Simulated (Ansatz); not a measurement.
# Hf2NS2 MXene monolayer in a perpendicular field, part 3 of 3

What dipole does a perpendicular field induce in the Hf2NS2 MXene monolayer? A positive field points along +c.

Ansatz 0.2.0; plane-wave DFT, PBE-D3(BJ), Ansatz PAW.

So far. Step 7 (Single point, field -0.3 V/Å): The dipole is -0.122 e·Å. Step 8 (Response, atoms held): The induced dipole is that of a conductor 7.41 Å thick.

## (9) Relaxing in the field, field 0.1 V/Å

This step: plane-wave DFT, PBE-D3(BJ), Ansatz PAW (Ansatz 0.2.0).

Now the atoms may follow the field. A weak field makes forces of meV/Å to tens of meV/Å, so the force tolerance is set well below the usual one.

Contents of input.yaml:

```yaml
crystal:
  lattice:
    - [3.3828883401, 0.0, 0.0]
    - [-1.6914441701, 2.9296672407, 0.0]
    - [0.0, 0.0, 23.6700990949]
  atoms:
    - { symbol: S, position: [0.3333333333, 0.6666666667, 0.3802265451] }
    - { symbol: Hf, position: [0.6666666667, 0.3333333333, 0.4461341851] }
    - { symbol: "N", position: [0.0, 0.0, 0.5] }
    - { symbol: Hf, position: [0.3333333333, 0.6666666667, 0.5538658149] }
    - { symbol: S, position: [0.6666666667, 0.3333333333, 0.6197734549] }
kpoints:
  mp_grid: { grid: [12, 12, 1] }
hamiltonian:
  xc: pbe
  dispersion: d3bj
scf:
  occupations: { method: fermi_dirac, width: 0.05 }
  convergence: { dr2_threshold: 1.0e-10 }
efield:
  axis: 3
  dipole_correction: true
  ramp_position: 0.97
  ramp_width: 0.06
  amplitude: 0.1
relax:
  f_tol: 0.001
  max_steps: 60
output:
  write_potential: true
  write_density: true
  volumetric_format: npy
```

Run with:

```
ansatz run input.yaml --threads 4 --pin off --max-ram 6144MiB --backend cpu --events-out ev --progress --plain --runs-dir out
```

Numbers of over 12 decimals in the logs are rounded to 6 here.

The program printed:

```text
[...]
Crystal: 5 atoms, lattice volume = 234.588 Å³
Basis set: ecut = 420 eV, 4603 PW (Γ), exchange–correlation on 48×48×320 points (8 copies of the dense FFT grid, shifted against one another)
Bands: 42, of which v1, the nominal top of the filled ones, is band 35 counted from 1 (34 counted from 0)
Symmetry: 6 space group operations
k-points: 19 of 144 (time reversal used)
[...]
SCF iter   1: F=—  HF=-33642.624841 eV  |F-HF|=—  |Δ(HF+E_count)|=         —  Δρ=5.59e-2  dr2=1.02e1  ethr=3.10e-3  p=0.043 e·Å  D=3.30e-2 V/Å  ΔV_dip=-0.78 eV  dr2_dipole=1.98e-4  V_vac-E_F(+/−)=7.49/6.14 eV  ⟨swp⟩=8.6  Hψ=3643  notcnv=0  defer=1
[...]
SCF iter  13: F=-33639.963609 eV  HF=-33639.963609 eV  |F-HF|=7.71e-10  |Δ(HF+E_count)|=   4.79e-9  Δρ=1.01e-7  dr2=6.51e-11  ethr=1.00e-12  p=0.041 e·Å  D=3.13e-2 V/Å  ΔV_dip=-0.74 eV  dr2_dipole=1.55e-11  V_vac-E_F(+/−)=6.22/4.82 eV  ⟨swp⟩=6.7  Hψ=5007  notcnv=0
SCF 1 converged in 13 iterations: F = -33639.963609 eV  dr2 = 6.51e-11
[...]
relax step   1: F+E_penalty+E_count = -33639.96360914 eV  Δ(F+E_penalty+E_count) = +0.000e0 eV  max|allowed force component| = 1.705e-2 eV/Å  Δτ_max = 0.0000 Å  (13 SCF iters, accepted)
[...]
SCF iter   8: F=-33639.963624 eV  HF=-33639.963624 eV  |F-HF|=2.47e-10  |Δ(HF+E_count)|=   2.01e-9  Δρ=6.19e-8  dr2=5.79e-12  ethr=1.00e-12  p=0.041 e·Å  D=3.16e-2 V/Å  ΔV_dip=-0.75 eV  dr2_dipole=8.73e-14  V_vac-E_F(+/−)=6.22/4.83 eV  ⟨swp⟩=7.1  Hψ=4534  notcnv=0
SCF 2 converged in 8 iterations: F = -33639.963624 eV  dr2 = 5.79e-12
relax step   2: F+E_penalty+E_count = -33639.96362369 eV  Δ(F+E_penalty+E_count) = -1.455e-5 eV  max|allowed force component| = 6.631e-3 eV/Å  Δτ_max = 0.0008 Å  (8 SCF iters, accepted)
SCF iter   1: F=—  HF=-33639.963775 eV  |F-HF|=—  |Δ(HF+E_count)|=         —  Δρ=1.99e-5  dr2=2.93e-6  ethr=7.55e-8  p=0.041 e·Å  D=3.16e-2 V/Å  ΔV_dip=-0.75 eV  dr2_dipole=1.34e-7  V_vac-E_F(+/−)=6.22/4.83 eV  ⟨swp⟩=2.0  Hψ=1267  notcnv=0  defer=35
[...]
SCF iter   7: F=-33639.963626 eV  HF=-33639.963626 eV  |F-HF|=2.69e-10  |Δ(HF+E_count)|=  2.40e-10  Δρ=7.47e-8  dr2=2.38e-11  ethr=1.00e-12  p=0.041 e·Å  D=3.16e-2 V/Å  ΔV_dip=-0.75 eV  dr2_dipole=5.46e-12  V_vac-E_F(+/−)=6.22/4.83 eV  ⟨swp⟩=8.1  Hψ=4787  notcnv=0
SCF 3 converged in 7 iterations: F = -33639.963626 eV  dr2 = 2.38e-11
relax step   3: F+E_penalty+E_count = -33639.96362649 eV  Δ(F+E_penalty+E_count) = -2.805e-6 eV  max|allowed force component| = 1.956e-3 eV/Å  Δτ_max = 0.0004 Å  (7 SCF iters, accepted)
SCF iter   1: F=—  HF=-33639.963677 eV  |F-HF|=—  |Δ(HF+E_count)|=         —  Δρ=8.36e-6  dr2=4.34e-7  ethr=5.78e-9  p=0.041 e·Å  D=3.16e-2 V/Å  ΔV_dip=-0.75 eV  dr2_dipole=1.49e-8  V_vac-E_F(+/−)=6.22/4.83 eV  ⟨swp⟩=2.0  Hψ=1607  notcnv=0  defer=35
[...]
SCF iter   6: F=-33639.963627 eV  HF=-33639.963627 eV  |F-HF|=7.28e-12  |Δ(HF+E_count)|=  7.28e-12  Δρ=6.43e-8  dr2=1.71e-11  ethr=1.00e-12  p=0.041 e·Å  D=3.16e-2 V/Å  ΔV_dip=-0.75 eV  dr2_dipole=2.14e-12  V_vac-E_F(+/−)=6.22/4.83 eV  ⟨swp⟩=7.9  Hψ=4761  notcnv=0
SCF 4 converged in 6 iterations: F = -33639.963627 eV  dr2 = 1.71e-11
relax step   4: F+E_penalty+E_count = -33639.96362666 eV  Δ(F+E_penalty+E_count) = -1.655e-7 eV  max|allowed force component| = 9.485e-4 eV/Å  Δτ_max = 0.0002 Å  (6 SCF iters, accepted)
[...]
the band table was solved once a step of the walk had ended and its energy, with any forces and stress, was formed, with the checks that follow a solve (4384 applications of the Hamiltonian). They found nothing against the state; the energy, forces and stress were not computed again (output.eigenvalues in the input reference)
SCF converged after 6 iterations
Free energy (F): -33639.963627 eV
[...]
Internal energy: -33639.949069 eV  (E = F + TS)
E sigma→0 (E₀):  -33639.956348 eV
Entropy (-TS):   -0.014558 eV (-2.912 meV/atom)
Fermi energy:    1.638638 eV
Dipole field:    D = 0.031560 V/Å  (p = 0.040915 e·Å, saw-weighted, corrected)
Work function:   not extracted (applied field tilts the vacuum); planar V_es + V_field profile in the machine report
[...]
--- Forces (eV/Å), atoms counted from 1 ---
  atom   1  S      0.00000000     0.00000000    -0.00000300
  atom   2  Hf    -0.00000000     0.00000000     0.00094846
  atom   3  N      0.00000000     0.00000000     0.00000170
  atom   4  Hf     0.00000000     0.00000000    -0.00067142
  atom   5  S     -0.00000000    -0.00000000    -0.00027578
  max |Σ_I F_I| component: 3.76e-8 eV/Å
--- Band table (eV; the first three rows and the last of 19) ---
  k-point 0: bands = [... 31 lower, -0.2330, 0.8771, 0.8771, 2.2915, 2.2915, 2.5780, 3.6478, 4.3234, ... 3 higher]
  k-point 1: bands = [... 31 lower, 0.0875, 0.2311, 0.6080, 2.1411, 2.5999, 2.7982, 3.8901, 4.1970, ... 3 higher]
  k-point 2: bands = [... 31 lower, -0.2920, 0.0025, 0.2294, 1.6078, 3.1221, 3.2225, 3.9835, 4.5414, ... 3 higher]
  k-point 18: bands = [... 31 lower, -1.7202, -1.3129, -1.2802, 3.1553, 3.1575, 3.7604, 5.5283, 5.5327, ... 3 higher]
--- Relaxed structure (4 steps of the walk, 4 accepted, 0 SCFs on fresh bases) ---
  F+E_penalty+E_count = -33639.96362666 eV   max|allowed force component| = 9.485e-4 eV/Å
  atoms:
    - { symbol: S, position: [0.333333, 0.666667, 0.380211] }
    - { symbol: Hf, position: [0.666667, 0.333333, 0.446157] }
    - { symbol: N, position: [0, 0, 0.499973] }
    - { symbol: Hf, position: [0.333333, 0.666667, 0.553894] }
    - { symbol: S, position: [0.666667, 0.333333, 0.619765] }
```

Run time: 14 s. Hardware: 4 threads of Arm Neoverse V2, shared host; peak memory 0.59 GiB.

Hardly anything moved in the relaxation; the energy changed by under 0.2 meV an atom.

Numbers from this step:

| Item | Value |
| --- | --- |
| energy at zero smearing | -33639.9563 eV |
| dipole along the normal | 0.04091 e·Å |

The relaxation took 4 steps and lowered the energy by 1.8e-5 eV; the largest force on the free atoms ends at 9.5e-4 eV/Å.

The dipole is 0.0409 e·Å.

## (10) Relaxing in the field, field -0.1 V/Å

The opposite sign, again from the field-free geometry; the difference of the two cancels what relaxes without a field.

input.yaml, as its differences from that of step 9:

```diff
@@ -24,3 +24,3 @@
   ramp_width: 0.06
-  amplitude: 0.1
+  amplitude: -0.1
 relax:
```

The program printed:

```text
[...]
Crystal: 5 atoms, lattice volume = 234.588 Å³
Basis set: ecut = 420 eV, 4603 PW (Γ), exchange–correlation on 48×48×320 points (8 copies of the dense FFT grid, shifted against one another)
Bands: 42, of which v1, the nominal top of the filled ones, is band 35 counted from 1 (34 counted from 0)
Symmetry: 6 space group operations
k-points: 19 of 144 (time reversal used)
[...]
--- Relaxed structure (4 steps of the walk, 4 accepted, 0 SCFs on fresh bases) ---
  F+E_penalty+E_count = -33639.96362666 eV   max|allowed force component| = 9.474e-4 eV/Å
  atoms:
    - { symbol: S, position: [0.333333, 0.666667, 0.380235] }
    - { symbol: Hf, position: [0.666667, 0.333333, 0.446106] }
    - { symbol: N, position: [0, 0, 0.500027] }
    - { symbol: Hf, position: [0.333333, 0.666667, 0.553843] }
    - { symbol: S, position: [0.666667, 0.333333, 0.619789] }
[key lines of the parts left out:]
SCF converged after 6 iterations
Free energy (F): -33639.963627 eV
Fermi energy:    1.638638 eV
Dipole field:    D = -0.031560 V/Å  (p = -0.040915 e·Å, saw-weighted, corrected)
```

Elapsed: 14 s, on 4 threads; peak memory 0.6 GiB; 53 s of CPU time.

No atom moved by 0.005 Å in the relaxation.

Numbers from this step:

| Quantity | Value |
| --- | --- |
| dipole along the normal | -0.04091 e·Å |

The relaxation took 4 steps and lowered the energy by 1.8e-5 eV; the largest force on the free atoms ends at 9.5e-4 eV/Å.

The dipole is -0.0409 e·Å.

## (11) Response, atoms relaxed

This step: plane-wave DFT, PBE-D3(BJ), Ansatz PAW; response to a field along the normal, atoms relaxed (Ansatz 0.2.0).

The same analysis on the two relaxed runs holds the ionic part too; their mesh is coarser, so small differences from the held value can come from that.

This step gave:

- equivalent conductor thickness p/(ε₀AE): 7.470 Å

The dipole of the cell by applied field:

| applied field (V/Å) | dipole of the cell (e·Å) |
| --- | --- |
| -0.1000 | -0.0409 |
| 0.1000 | 0.0409 |

Local field over the applied field, running mean. From the potentials at -0.1 and 0.1 V/Å; running mean over 2.5 Å. The local field over applied field by z:

z (Å), local field over applied field and a bar from the least value:
```
      4.5      0.999 ##############################
      5.0      0.998 ##############################
      5.5      0.993 ##############################
      6.0      0.977 #############################
      6.5      0.934 ############################
      7.0      0.828 #########################
      7.5      0.686 #####################
      8.0      0.531 ################
      8.5      0.381 ############
      9.0      0.199 #######
      9.5      0.080 ###
     10.0     -0.013 
     10.5     -0.001 #
     11.0      0.048 ##
     11.5      0.050 ##
     12.0      0.049 ##
     12.5      0.054 ##
     13.0      0.018 #
     13.5     -0.025 
     14.0      0.050 ##
     14.5      0.148 #####
     15.0      0.320 ##########
     15.5      0.481 ###############
     16.0      0.633 ###################
     16.5      0.780 ########################
     17.0      0.907 ###########################
     17.5      0.967 #############################
     18.0      0.989 ##############################
     18.5      0.997 ##############################
     19.0      0.999 ##############################
     19.5      1.000 ##############################
```

Electrons, planar mean, per unit field. Table of induced electron density by z:

```
z (Å)  induced electron density (e/Å³ per V/Å)
 4.14                                   8.7e-7
 4.59                                   2.7e-6
 5.03                                   8.5e-6
 5.33                                   1.8e-5
 5.77                                   5.4e-5
 6.21                                   1.5e-4
 6.66                                   4.2e-4
 7.10                                  0.00109
 7.40                                  0.00193
 7.84                                  0.00388
 8.28                                  0.00479
 8.73                                  0.00135
 9.17                                  -1.9e-5
 9.62                                 -0.00452
 9.91                                  -0.0162
10.36                                  -0.0240
10.80                                   0.0262
11.24                                   0.0166
11.69                                  0.00288
11.98                                 -0.00288
12.43                                  -0.0166
12.87                                  -0.0262
13.31                                   0.0240
13.76                                   0.0162
14.05                                  0.00452
14.50                                   1.9e-5
14.94                                 -0.00135
15.39                                 -0.00479
15.83                                 -0.00388
16.27                                 -0.00193
16.57                                 -0.00109
17.01                                  -4.2e-4
17.46                                  -1.5e-4
17.90                                  -5.4e-5
18.34                                  -1.8e-5
18.64                                  -8.5e-6
19.08                                  -2.7e-6
19.53                                  -8.8e-7
```

The induced dipole is that of a conductor 7.47 Å thick.

## (12) The same run with other settings

This step: plane-wave DFT, PBE-D3(BJ), Ansatz PAW (Ansatz 0.2.0).

An input spoilt on purpose, to show how the run answers: it repeats the earlier run at 0.1 V/Å with basis.ecutwfc to 400 K, and scf.max_iter set to 75.

input.yaml, the sections that differ from step 10:

```yaml
kpoints:
  mp_grid: { grid: [18, 18, 1] }
  band_path:
    path: [[0, 0, 0], [0.5, 0, 0], [0.33333333, 0.33333333, 0], [0, 0, 0]]
    npoints: 16
scf:
  occupations: { method: fermi_dirac, width: 0.05 }
  convergence: { dr2_threshold: 1.0e-10 }
  max_iter: 75
efield:
  axis: 3
  dipole_correction: true
  ramp_position: 0.97
  ramp_width: 0.06
  amplitude: 0.1
basis:
  ecutwfc: "400 K"
# crystal, hamiltonian, output: as in step 10
# relax: removed
```

The program printed:

```text
Error: inconsistent input (basis.ecutwfc, kpoints): the smallest per-k basis holds n_pw = 0 plane waves (k-point 1, counted from 0 among those solved) but the deck needs at least 36 band(s) per channel, and no run solves more bands than the smallest per-k basis has plane waves; raise basis.ecutwfc until the smallest per-k basis, which caps the automatic band count, holds at least 36 plane waves
```

Wall time 0.05 s (4 threads); peak memory 0.081 GiB.

The input was rejected at the start.

The program's message: “Error: inconsistent input (basis.ecutwfc, kpoints): the smallest per-k basis holds n_pw = 0 plane waves (k-point 1, counted from 0 among those solved) but the deck needs at least 36 band(s) per channe …”

The fault put into the input: a cutoff in the wrong unit.

## (13) A changed input

An input spoilt on purpose, to show how the run answers: it repeats the earlier run at 0.1 V/Å with kpoints.mp_grid.grid from [18, 18, 1] to [0, 18, 1], and scf.max_iter set to 60.

input.yaml, as its differences from that of step 12:

```diff
@@ -12,3 +12,3 @@
 kpoints:
-  mp_grid: { grid: [18, 18, 1] }
+  mp_grid: { grid: [0, 18, 1] }
   band_path:
@@ -22,3 +22,3 @@
   convergence: { dr2_threshold: 1.0e-10 }
-  max_iter: 75
+  max_iter: 60
 efield:
@@ -33,3 +33 @@
   volumetric_format: npy
-basis:
-  ecutwfc: "400 K"
```

The program printed:

```text
Error: invalid value for `kpoints.mp_grid.grid`: each dimension must be in 1..=255
```

Elapsed: 0.05 s, on 4 threads; peak memory 0.08 GiB.

The input was rejected at the start.

The program's message: “Error: invalid value for `kpoints.mp_grid.grid`: each dimension must be in 1..=255”

The fault put into the input: a zero in the mesh.

## (14) Results

| Property | Result |
| --- | --- |
| gap without field | none |
| work function, upper face | 5.57 eV |
| equivalent conductor thickness, atoms held | 7.41 Å |
| equivalent conductor thickness, atoms relaxed | 7.47 Å |

**Reading.** The induced dipole equals that of a perfect conductor 7.41 Å thick, while the outer atoms lie 5.67 Å apart. Letting the atoms follow the field adds 0.06 Å to the equivalent conductor thickness: the ionic part of the response. There is no gap over 0.03 eV, with or without the field. The first relaxation ran with spin and lost its moment, and the later runs have none; other magnetic states were not tried. Spin-orbit coupling is left out, which matters for the bands of elements this heavy. The MXene's terminations sit over the metal atoms of its far layer; the site over carbon or nitrogen, which some compounds prefer, was not run.

[Logs are printed without paths, hosts, clocks, repeated set-up lines and the standing remarks that a program may print on its own settings, such as how far it seeks lower states.]

[Hosts, paths, dates, database ids (printed as entryN), source tags and the programs' standing remarks are cut or masked in the printed files.]

[Maps of the electrostatic potential energy from Ansatz leave out the sawtooth potential of an applied field or a dipole correction, so their vacuum need not be flat; planar profiles and work functions include it.]
